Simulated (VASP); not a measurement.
## Hf: single point with PBE+D3(BJ)

Crystal: Hf.

```
Hf
1.0
    -1.75234    1.75234    1.75234
     1.75234   -1.75234    1.75234
     1.75234    1.75234   -1.75234
Hf
1
Direct
  0.00000 0.00000 0.00000
```

This isn't the form of Hf at room conditions, which is hcp.

The cell isn't the ideal one: relaxed again under DFT PBE+D3(BJ), scalar-relativistic, plane waves, PAW.

| Item | Value |
| --- | --- |
| Program | VASP 6.6.1 |
| Task | single point |
| Functional | PBE |
| Dispersion | D3(BJ) |
| Potentials or basis | VASP PAW PBE potentials, release 64 (Hf_pv) |
| Cutoff | 520 eV |
| k mesh | 16 × 16 × 16 |
| Occupations | gaussian, width 0.1 eV |
| Spin | no spin polarisation |
| Dipole correction | no |
| Further INCAR settings | ALGO = Fast; EDIFF = 1e-06; NBANDS = 11 |

| Item | Value |
| --- | --- |
| Pressure | -0.3 GPa |
| Band gap on the k mesh | none (metal or under the smearing width) |
| Dispersion energy per atom | -0.469 eV |

Levels at points of the mesh, in eV from the Fermi level:
```
           k point  band 1  band 2  band 3  band 4  band 5  band 6  band 7  band 8  band 9  band 10
(0.00, 0.00, 0.00)  -29.68  -29.68  -29.68   -7.16    1.56    1.56    1.56    4.45    4.45    13.47
(0.50, 0.00, 0.00)  -30.61  -29.98  -29.69   -3.49   -0.56    1.22    4.31    5.35    7.96    10.66
(0.50, 0.50, 0.50)  -30.33  -30.33  -30.33   -2.74   -2.74    7.08    7.08    7.08    7.54     7.54
```

It took 17 s on 1 thread of Intel(R) Xeon(R) Platinum 8488C (Sapphire Rapids), on a shared host, peak memory 0.16 GiB.

Caveat: pairwise dispersion overbinds metals, which lowers pressure and volume. Spin-orbit coupling is left out, which matters for the levels of Hf.
